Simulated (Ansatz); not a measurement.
The system is Te2Mo, a slab with vacuum.

```
Te Mo
1.0
     3.56023    0.00000    0.00000
    -1.78012    3.08325    0.00000
     0.00000    0.00000   17.52406
Te Mo
2 1
Cartesian
  0.0000 2.0555 1.7900
  0.0000 2.0555 15.7341
  0.0000 0.0000 0.0000
```

Base run:

```yaml
Program: Ansatz 0.2.0
Functional: LDA
Potentials_or_basis: Ansatz PAW
Cutoff: "420 eV (not typed: the program's choice for these potentials)"
k_mesh: 9 × 9 × 2
Occupations: fermi-dirac, width 0.05 eV
Spin: no spin polarisation
```

Its results: band gap on the k mesh 1.04 eV, direct; largest force 0.422 eV/Å.

The run is repeated on the same cell with these changes: functional from LDA to r2SCAN; cutoff from 420 eV (not typed: the program's choice for these potentials) to 500 eV (not typed: the program's choice for these potentials). What comes out?

Band gap on the k mesh 1.12 eV, direct; largest force 0.007 eV/Å.

Caveats: spin-orbit coupling is left out, which moves the levels of the heavy elements; the PAW data sets come from PBE, with cores solved anew for the run's functional, which leaves a small shift of forces and pressure.
